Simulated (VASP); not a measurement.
Write the native input for VASP 6.6.1 that does the following.

- Task: relaxation of cell and atoms
- Functional: PBEsol
- Potentials or basis: VASP PAW PBE potentials, release 64 (Ga_d)
- Cutoff: 600 eV
- k mesh: 13 × 13 × 11
- Occupations: fermi-dirac, width 0.05 eV
- Spin: no spin polarisation
- Further INCAR settings: ALGO = Normal; EDIFF = 1e-06; IBRION = 2; EDIFFG = -0.005; NSW = 40; ISIF = 3

The structure of Ga lies in POSCAR:

```
Ga
1.0
    2.2615000000     -3.8305000000      0.0000000000
    2.2615000000      3.8305000000      0.0000000000
    0.0000000000      0.0000000000      4.5240000000
Ga
4
Direct
    0.8451000000      0.1549000000      0.0810000000
    0.6549000000      0.3451000000      0.5810000000
    0.1549000000      0.8451000000      0.9190000000
    0.3451000000      0.6549000000      0.4190000000
```

One way to write it, as run:

INCAR

```
  PREC = Accurate
  ENCUT = 600
  EDIFF = 1E-6
  ISMEAR = -1
  SIGMA = 0.05
  LREAL = False
  LASPH = True
  NELM = 80
  ALGO = Normal
  ISIF = 3
  LWAVE = False
  LCHARG = False
  GGA = PS
  IBRION = 2
  NSW = 40
  EDIFFG = -0.005
```

KPOINTS

```
regular mesh
0
Gamma
  13 13 11
```

Potentials or basis: VASP PAW PBE potentials, release 64 (Ga_d).

Command:

```bash
$ cat potpaw_PBE.64/Ga_d/POTCAR > POTCAR
$ mpirun -np 1 vasp_std > vasp.out
```

It gave:

```yaml
Relaxed_volume: 19.08 Å³/atom
Relaxed_cell: a = 4.406 Å, b = 4.406 Å, c = 4.491 Å, α = 90.00°, β = 90.00°, γ = 118.95°
Space_group_after_relaxing_to_0.05_Å: Cmce (No. 64)
Energy_gained_by_relaxing: 3.4 meV/atom
Ionic_steps: 23
Pressure_after_relaxing: 0.0 GPa
Band_gap_on_the_k_mesh: none (metal or under the smearing width)
```

Caveat: the PAW data sets were made with another functional, which shifts forces and pressure a little.

It took 86 min on 1 thread of Intel(R) Xeon(R) Platinum 8488C (Sapphire Rapids), with other jobs on the host, peak memory 0.71 GiB.
